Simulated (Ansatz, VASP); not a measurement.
**La: VASP beside Ansatz**

```
La
1.0
     5.88266    0.00000    0.00000
    -2.94133    5.09453    0.00000
     0.00000    0.00000    3.56460
La
3
Direct
  0.00000 0.00000 0.00000
  0.33333 0.66667 0.50000
  0.66667 0.33333 0.50000
```

Alike in both runs: task single point; functional PBEsol; k mesh 7 × 7 × 10; occupations fermi-dirac, width 0.1 eV; no spin polarisation.

```csv
,VASP,Ansatz
version,VASP 6.6.1,Ansatz 0.2.0
potentials or method,"VASP PAW PBE potentials, release 64 (La)","plane waves (420 eV) with PAW, scalar-relativistic"
plane-wave cutoff (eV),520,420
valence electrons in the cell,33,33
```

VASP gave:

* pressure (GPa): -1.0
* largest component of the traceless stress (GPa): 0.28

Q: Which values does Ansatz return?

A: Pressure (GPa): -1.1; largest component of the traceless stress (GPa): 0.29.

Ansatz warned: «pseudo_functional_mismatch».

Caveats: the PAW data sets were made with another functional, which shifts forces and pressure a little (VASP). The runs have no spin-orbit coupling, so splittings on La are missing.
